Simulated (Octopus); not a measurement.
InP: equation of state with PBEsol

Crystal: InP.

```
In P
1.0
     0.00000    2.93050    2.93050
     2.93050    0.00000    2.93050
     2.93050    2.93050    0.00000
In P
1 1
Direct
  0.00000 0.00000 0.00000
  0.75000 0.75000 0.75000
```

```
Program             : Octopus 16.4
Task                : equation of state
Functional          : PBEsol
Potentials or basis : pseudodojo_pbesol (PseudoDojo 0.4, PBEsol)
k mesh              : 8 × 8 × 8
Occupations         : fermi-dirac, width 0.05 eV
Spin                : no spin polarisation
```

```yaml
Equilibrium_volume: "26.01 Å³/atom (rough: see the caveat)"
Bulk_modulus: 62 GPa (rough)
```

Energy against volume, from the lowest point:
```
volume (Å³/atom)  energy (meV/atom)
          23.657              44.68
          24.160              26.89
          24.663              14.07
          25.167               5.63
          25.670               0.65
          26.173               0.00
          26.677               3.20
```

All runs of the series together: 33 min on 1 thread of Arm Neoverse V2, with other jobs on the host.

Caveat: the fit is doubtful: noisy points or a state that changes with volume; the number of grid points is fixed, so the spacing changes with the cell, which shifts volumes and moduli.
